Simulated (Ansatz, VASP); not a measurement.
# Na: VASP beside Ansatz

```
CELL_PARAMETERS angstrom
3.55798 0.00000 0.00000
-1.77899 3.08130 0.00000
0.00000 0.00000 3.33155
ATOMIC_POSITIONS crystal
Na 0.00000 0.00000 0.00000
```

Alike in both runs: functional PBE; k mesh 13 × 13 × 12; occupations fermi-dirac, width 0.08 eV; no spin polarisation.

Ansatz relaxed the structure, and its values are those at the end. VASP's run is a single point on that final structure, the one shown.

|  | VASP | Ansatz |
| --- | --- | --- |
| version | VASP 6.6.1 | Ansatz 0.2.0 |
| potentials or method | VASP PAW PBE potentials, release 64 (Na_pv) | PAW with Ansatz's default frozen-core files, scalar-relativistic |
| plane-wave cutoff (eV) | 520 | 420 |
| valence electrons in the cell | 7 | 9 |

```tsv
	VASP	Ansatz	Ansatz less VASP
pressure (GPa)	0.4	0.4	0.00
```

The functional is the same, so the differences come from potentials, cutoffs and numerics. The two sets of potentials don't hold the same shells in valence.
